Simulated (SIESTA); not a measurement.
TePb:

```
Pb Te
1.0
     0.00000    3.23100    3.23100
     3.23100    0.00000    3.23100
     3.23100    3.23100    0.00000
Pb Te
1 1
Direct
  0.00000 0.00000 0.00000
  0.50000 0.50000 0.50000
```

Base run:

- Program: SIESTA 5.4.2
- Functional: PBE
- Potentials or basis: PseudoDojo 0.4 stringent (PBE files)
- Basis: DZP (energy shift 0.003 Ry; two zetas on semicore shells)
- Grid cutoff: 500 Ry
- Energy shift: 0.003 Ry
- k mesh: 7 × 7 × 7
- Occupations: fermi-dirac, width 0.05 eV
- Spin: no spin polarisation

Its results: pressure 0.8 GPa.

Q: The run is repeated on the same cell with these changes: potentials or basis from PseudoDojo 0.4 stringent (PBE files) to PseudoDojo 0.4 standard (PBE files); valence electrons from 46 to 30. What comes out?

A: Pressure 2.5 GPa.

Caveats: the basis of atomic orbitals isn't converged, which shifts pressures, moduli and gaps; short orbitals over semicore shells can move pressures by several GPa (some runs).
